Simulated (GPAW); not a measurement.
# Sb (P6_3/mmc) in GPAW: convergence with plane-wave cutoff (eV)

Aim: find how far plane-wave cutoff (eV) must go before the results for Sb settle, at PBE. This setting moves, with any that are tied to it; all else stays.

Program: GPAW 26.7.0. These are calculated values, not measurements. Logs are shortened: lines on timing, memory, paths and dates and some standing lists are left out, and cuts for length are marked. The log counts tension as positive stress, the text compression.

### 1 The structure

It takes space group P6_3/mmc (No. 194, hexagonal). Conventional cell: a = 3.355 Å, b = 3.355 Å, c = 5.470 Å, α = 90.00°, β = 90.00°, γ = 120.00°. Sb (site symmetry -6m2) is surrounded by 12 Sb at 3.35 Å.

This isn't the form of Sb at room conditions, which is rhombohedral.

### 2 With plane-wave cutoff (eV) 200

run.py

```python
from ase import Atoms
from ase.dft.bandgap import bandgap
from ase.io import write
from ase.units import GPa
from gpaw import GPAW, PW

atoms = Atoms(['Sb', 'Sb'],
              cell=[[3.3545324186, 0.0, 0.0],
                    [-1.6772662093, 2.9051102923, 0.0],
                    [0.0, 0.0, 5.47016065]],
              scaled_positions=[[0.6666666667, 0.3333333333, 0.75],
                                [0.3333333333, 0.6666666667, 0.25]],
              pbc=True)

calc = GPAW(mode=PW(200),
            xc='PBE',
            kpts={'size': (7, 7, 4), 'gamma': True},
            occupations={'name': 'fermi-dirac', 'width': 0.05},
            nbands=25,
            convergence={'density': 1e-05, 'energy': 1e-05},
            maxiter=100,
            txt='gpaw.txt')
atoms.calc = calc
energy = atoms.get_potential_energy()
forces = atoms.get_forces()
stress = atoms.get_stress()
calc.write('gs.gpw')
write('result.traj', atoms)
print(f'Energy: {energy:.6f} eV')
print('Forces (eV/A):')
print(forces.round(4))
print('Stress (GPa):', (stress / GPa).round(3))
print('Fermi level:', round(calc.get_fermi_level(), 4), 'eV')
print(f'Gap: {bandgap(calc)[0]:.4f} eV, direct: {bandgap(calc, direct=True)[0]:.4f} eV')
```

Potentials or basis: GPAW PAW data sets (gpaw-data 1.2.1), pw.

Started as:

```
$ OMP_NUM_THREADS=1 python run.py
```

gpaw.txt:

```text
__  _  _
 | _ |_)|_||  |
 |__||  | ||/\| - 26.7.0

Input parameters:
  mode=PW(ecut=200.0),
  convergence={'density': 1e-05, 'energy': 1e-05},
  kpts=MonkhorstPack(size=(7, 7, 4), gamma=True),
  maxiter=100,
  nbands=25,
  occupations=Occupations(name='fermi-dirac', width=0.05),
  xc=XC(name='PBE')

Diagonalizing LCAO Hamiltonian
Converting LCAO to pw mode

           Sb

        Sb

Atoms  # Å, Bohr magnetons
|   | symbol |         x |        y |        z |    initial magnetic moments |
|---|--------|-----------|----------|----------|-----------------------------|
| 0 |     Sb |  1.677266 | 0.968370 | 4.102620 | ( 0.0000,  0.0000,  0.0000) |
| 1 |     Sb | -0.000000 | 1.936740 | 1.367540 | ( 0.0000,  0.0000,  0.0000) |

Unit cell  # Å
| periodic |         x |        y |        z |  lengths |     angles |
|----------|-----------|----------|----------|----------|------------|
|      yes |  3.354532 | 0.000000 | 0.000000 | 3.354532 |  90.000000 |
|      yes | -1.677266 | 2.905110 | 0.000000 | 3.354532 |  90.000000 |
|      yes |  0.000000 | 0.000000 | 5.470161 | 5.470161 | 120.000000 |

Number of symmetries: 12
Symmetry operations  # r_c * U_cc + t_c -> r_c
|    | kind |            matrix            |
|----|------|------------------------------|
|  0 |  σ   |  1, 1, 0,  0,-1, 0,  0, 0, 1 |
|  1 |  S6  |  1, 1, 0, -1, 0, 0,  0, 0,-1 |
|  2 |  E   |  1, 0, 0,  0, 1, 0,  0, 0, 1 |
|  3 |  C2  |  1, 0, 0, -1,-1, 0,  0, 0,-1 |
|  4 |  C2  |  0, 1, 0,  1, 0, 0,  0, 0,-1 |
|  5 |  C3  |  0, 1, 0, -1,-1, 0,  0, 0, 1 |
|  6 |  S6  |  0,-1, 0,  1, 1, 0,  0, 0,-1 |
|  7 |  σ   |  0,-1, 0, -1, 0, 0,  0, 0, 1 |
|  8 |  σ   | -1, 0, 0,  1, 1, 0,  0, 0, 1 |
|  9 |  i   | -1, 0, 0,  0,-1, 0,  0, 0,-1 |
| 10 |  C3  | -1,-1, 0,  1, 0, 0,  0, 0, 1 |
| 11 |  C2  | -1,-1, 0,  0, 1, 0,  0, 0,-1 |

BZ-sampling:
  Number of BZ points: 196
  Number of IBZ points: 28

  Monkhorst-Pack size: [7, 7, 4]
  Monkhorst-Pack shift: [0.0, 0.0, 0.125]

K-points  # in reciprocal-cell coordinates
|     |                                coordinates |     weight |
|-----|--------------------------------------------|------------|
|   0 | (  0.00000000,   0.00000000,   0.00000000) | 0.00510204 |
|   1 | (  0.00000000,   0.00000000,   0.25000000) | 0.01020408 |
|   2 | (  0.00000000,   0.00000000,   0.50000000) | 0.00510204 |
|   3 | (  0.14285714,   0.00000000,  -0.25000000) | 0.03061224 |
|   4 | (  0.14285714,   0.00000000,   0.00000000) | 0.03061224 |
|   5 | (  0.14285714,   0.00000000,   0.25000000) | 0.03061224 |
|   6 | (  0.14285714,   0.00000000,   0.50000000) | 0.03061224 |
|   7 | (  0.28571429,  -0.14285714,   0.00000000) | 0.03061224 |
|   8 | (  0.28571429,  -0.14285714,   0.25000000) | 0.06122449 |
|   9 | (  0.28571429,  -0.14285714,   0.50000000) | 0.03061224 |
| ... |                                            |            |
|  27 | (  0.42857143,   0.42857143,   0.50000000) | 0.03061224 |

Plane wave coefficients: 352
Cutoff: 200.0 eV

Spin-components: 1 (collinear spins)
Bands:           25
Projectors:      12
Spin-degeneracy: 2
Datatype:        complex128

Parallelization:
  kpt:    1
  domain: 1
  band:   1

Density:
  Valence electrons: 30.0
  Components: 1
  Grid points: [12 12 18]
  Charge: 0.0  # |e|

Potential:
  Grid points: [12 12 18]

species:
  Sb:
    name:    Antimony
    Z:       51.0
    valence: 15
    core:    36
    charge:  0.0  # [|e|]
    compensation charges:
      type: gauss
      rc: 0.36  # [Å]
      lmax: 2
    cutoffs:
      filter: 2.23  # [Å]
      core: 2.23  # [Å]
    projectors
    | kind |    occ | energy [eV] | rcut [Å] |
    |------|--------|-------------|----------|
    |   5s |  2.000 |     -12.815 |    1.154 |
    |   5p |  3.000 |      -4.830 |    1.233 |
    |   4d | 10.000 |     -33.514 |    1.196 |
    |    s |        |      14.396 |    1.154 |
    |    p |        |      22.381 |    1.233 |
    |    d |        |      -6.303 |    1.196 |

    Using partial waves for Sb as LCAO basis

Reference energy: -352563.116496  # eV

eigensolver:
  PPCG
  Converge bands: occupied
  niter=2

density mixing:
  MSR1-Mixer
  Pratt-step length: 0.05
  Maximum mixing coefficient: 0.75
  Old densities: 10
  SVD Regularization: 0.005
  Good broyden scale: 1.0
  Trust region scale: 1.0
  Backstep threshold: 4.0
  History deletion threshold: 6.0
  Fourier metric: weight=20.0, sigma=0.015

occupation numbers:
  Fermi-Dirac:
    width: 0.0500  # eV

poisson solver:
  ecut: 1600.0  # eV

xc functional:
  name: PBE with 2 nearest neighbor stencil

convergence criteria:
- Maximum integral of absolute [dens]ity change: 1e-05 electrons / valence electron
- Maximum [total energy] change in last 3 cyles: 1e-05 eV / valence electron
- Maximum integral of absolute [eigenst]ate change: 4e-08 eV^2 / valence electron
maximum number of iterations: 100

SCF iterations
|iter     | |      energy | eigst |  dens |
|---------|-|-------------|-------|-------|
|iter:   1| |   -6.191634 | -0.94 |       |
|iter:   2| |   -6.190412 | -3.54 | -1.75 |
|iter:   3| |   -6.168094 | -3.81 | -1.77 |
|iter:   4| |   -6.166646 | -4.54 | -2.35 |
|iter:   5| |   -6.166685 | -6.04 | -3.26 |
|iter:   6| |   -6.166690c| -7.16 | -3.83 |
|iter:   7| |   -6.166690c| -7.72c| -4.76 |
|iter:   8| |   -6.166690c| -8.21c| -5.06c|

Converged in 8 steps
Energy contributions relative to reference atoms: (reference = -352563.116496)

Energy contributions:
  Kinetic:          56.896092
  Coulomb:         -52.375576
  Zero:              0.027897
  External:          0.000000
  Xc:              -10.708792
  Entropy:          -0.012621
  Spinorbit:         0.000000
  ----------------------------
  Free energy:      -6.173000
  Extrapolated:     -6.166690

dipole moment: (-0.000000, -0.000001, -0.000001)  # |e|*Ang

Fermi level: 8.163
Eigenvalues  # (at kpt = [0.000, 0.000, 0.000])
| band index |      eig [eV] | occ [0-2] |
|------------|---------------|-----------|
|          0 |       -20.812 |     2.000 |
|        ... |               |           |
|          5 |       -20.784 |     2.000 |
|          6 |       -20.779 |     2.000 |
|          7 |       -20.779 |     2.000 |
|          8 |       -20.712 |     2.000 |
|          9 |       -20.712 |     2.000 |
|         10 |        -4.697 |     2.000 |
[... 8 lines left out ...]
|         19 |        17.431 |     0.000 |
|         20 |        18.714 |     0.000 |
|        ... |               |           |
|         24 |        20.496 |     0.000 |

No gap
No difference between direct/indirect transitions

Forces  # eV/Ang
|       x |       y |        z |
|---------|---------|----------|
| 0.00000 | 0.00000 |  0.00023 |  # Sb   0
| 0.00000 | 0.00000 | -0.00023 |  # Sb   1

Stress tensor  # eV/Ang^3
|        x |        y |        z |
|----------|----------|----------|
| 0.020130 | 0.000000 | 0.000000 |
| 0.000000 | 0.020130 | 0.000000 |
| 0.000000 | 0.000000 | 0.028302 |

# Writing to gs.gpw (mode='')
```

stdout:

```text
Energy: -6.166690 eV
Forces (eV/A):
[[ 0.      0.      0.0002]
 [ 0.      0.     -0.0002]]
Stress (GPa): [3.225 3.225 4.535 0.    0.    0.   ]
Fermi level: 8.1628 eV
Gap: 0.0000 eV, direct: 0.0000 eV
```

Run time: 3.2 s. Hardware: 1 thread of Intel Xeon 6975P-C (Granite Rapids), shared host; peak memory 0.12 GiB.

Results:

| Property | Result |
| --- | --- |
| Free energy | -6.1730 eV |
| Pressure | -3.7 GPa |
| Band gap on the k mesh | none (metal or under the smearing width) |

### 3 With plane-wave cutoff (eV) 250

Edit run.py of step 2 so:

```diff
@@ -14,3 +14,3 @@
 
-calc = GPAW(mode=PW(200),
+calc = GPAW(mode=PW(250),
             xc='PBE',
```

Potentials or basis: GPAW PAW data sets (gpaw-data 1.2.1), pw.

Started as:

```
$ OMP_NUM_THREADS=1 python run.py
```

Run time: 4.1 s. Hardware: 1 thread of Intel Xeon 6975P-C (Granite Rapids), shared host; peak memory 0.13 GiB.

What came out:

* Free energy: -6.3997 eV
* Pressure: -2.5 GPa
* Band gap on the k mesh: none (metal or under the smearing width)

### 4 With plane-wave cutoff (eV) 300

Edit run.py of step 3 so:

```diff
@@ -14,3 +14,3 @@
 
-calc = GPAW(mode=PW(250),
+calc = GPAW(mode=PW(300),
             xc='PBE',
```

Started as:

```
$ OMP_NUM_THREADS=1 python run.py
```

Run time: 4.5 s. Hardware: 1 thread of Intel Xeon 6975P-C (Granite Rapids), shared host; peak memory 0.13 GiB.

What came out:

```
Free energy            : -7.0092 eV
Pressure               : -6.7 GPa
Band gap on the k mesh : none (metal or under the smearing width)
```

### 5 With plane-wave cutoff (eV) 350

Edit run.py of step 4 so:

```diff
@@ -14,3 +14,3 @@
 
-calc = GPAW(mode=PW(300),
+calc = GPAW(mode=PW(350),
             xc='PBE',
```

Started as:

```
$ OMP_NUM_THREADS=1 python run.py
```

It took 5 s on 1 thread of Intel Xeon 6975P-C (Granite Rapids), shared host; peak memory 0.13 GiB.

Results:

- Free energy: -7.6290 eV
- Pressure: -5.5 GPa
- Band gap on the k mesh: none (metal or under the smearing width)

### 6 With plane-wave cutoff (eV) 400

Edit run.py of step 5 so:

```diff
@@ -14,3 +14,3 @@
 
-calc = GPAW(mode=PW(350),
+calc = GPAW(mode=PW(400),
             xc='PBE',
```

Potentials or basis: GPAW PAW data sets (gpaw-data 1.2.1), pw.

Started as:

```
$ OMP_NUM_THREADS=1 python run.py
```

It took 5.8 s on 1 thread of Intel Xeon 6975P-C (Granite Rapids), shared host; peak memory 0.14 GiB.

Results:

| Property | Result |
| --- | --- |
| Free energy | -7.9996 eV |
| Pressure | -2.6 GPa |
| Band gap on the k mesh | none (metal or under the smearing width) |

### 7 With plane-wave cutoff (eV) 500

Edit run.py of step 6 so:

```diff
@@ -14,3 +14,3 @@
 
-calc = GPAW(mode=PW(400),
+calc = GPAW(mode=PW(500),
             xc='PBE',
```

Started as:

```
$ OMP_NUM_THREADS=1 python run.py
```

It took 8.9 s on 1 thread of Intel Xeon 6975P-C (Granite Rapids), shared host; peak memory 0.15 GiB.

It converged, with:

```yaml
Free_energy: -8.2310 eV
Pressure: 0.9 GPa
Band_gap_on_the_k_mesh: none (metal or under the smearing width)
```

### 8 With plane-wave cutoff (eV) 600

Edit run.py of step 7 so:

```diff
@@ -14,3 +14,3 @@
 
-calc = GPAW(mode=PW(500),
+calc = GPAW(mode=PW(600),
             xc='PBE',
```

Started as:

```
$ OMP_NUM_THREADS=1 python run.py
```

Run time: 8.9 s. Hardware: 1 thread of Intel Xeon 6975P-C (Granite Rapids), shared host; peak memory 0.16 GiB.

Results (log left out):

* Free energy: -8.2522 eV
* Pressure: 1.5 GPa
* Band gap on the k mesh: none (metal or under the smearing width)

### 9 With plane-wave cutoff (eV) 800

Edit run.py of step 8 so:

```diff
@@ -14,3 +14,3 @@
 
-calc = GPAW(mode=PW(600),
+calc = GPAW(mode=PW(800),
             xc='PBE',
```

Potentials or basis: GPAW PAW data sets (gpaw-data 1.2.1), pw.

Started as:

```
$ OMP_NUM_THREADS=1 python run.py
```

Run time: 16 s. Hardware: 1 thread of Intel Xeon 6975P-C (Granite Rapids), shared host; peak memory 0.19 GiB.

Results (log left out):

```
Free energy            : -8.2532 eV
Pressure               : 1.5 GPa
Band gap on the k mesh : none (metal or under the smearing width)
```

### 10 With plane-wave cutoff (eV) 1000

Edit run.py of step 9 so:

```diff
@@ -14,3 +14,3 @@
 
-calc = GPAW(mode=PW(800),
+calc = GPAW(mode=PW(1000),
             xc='PBE',
```

Started as:

```
$ OMP_NUM_THREADS=1 python run.py
```

Wall time 18 s (1 thread of Intel Xeon 6975P-C (Granite Rapids), shared host); peak memory 0.22 GiB.

Results (log left out):

```yaml
Free_energy: -8.2536 eV
Pressure: 1.5 GPa
Band_gap_on_the_k_mesh: none (metal or under the smearing width)
```

### 11 Result

```
plane-wave cutoff (eV)  energy less the tightest run, at zero smearing (meV/atom)  pressure (GPa)  SCF cycles  CPU time (s)  peak memory (GiB)
                   200                                                    1040.29           -3.66           8           3.2               0.12
                   250                                                     926.93           -2.47           9           4.1               0.13
                   300                                                     622.21           -6.69           8           4.5               0.13
                   350                                                     312.31           -5.47           8             5               0.13
                   400                                                     127.03           -2.56           9           5.8               0.14
                   500                                                      11.30            0.86           9           8.9               0.15
                   600                                                       0.72            1.47           9           8.9               0.16
                   800                                                       0.21            1.50           9            16               0.19
                  1000                                                       0.00            1.50           9            18               0.22
```

Against the tightest run, the energy stays within 1 meV/atom from 600 on; the pressure stays within 0.1 GPa from 600 on. The tightest run that finished is the yardstick and may itself not be fully converged.
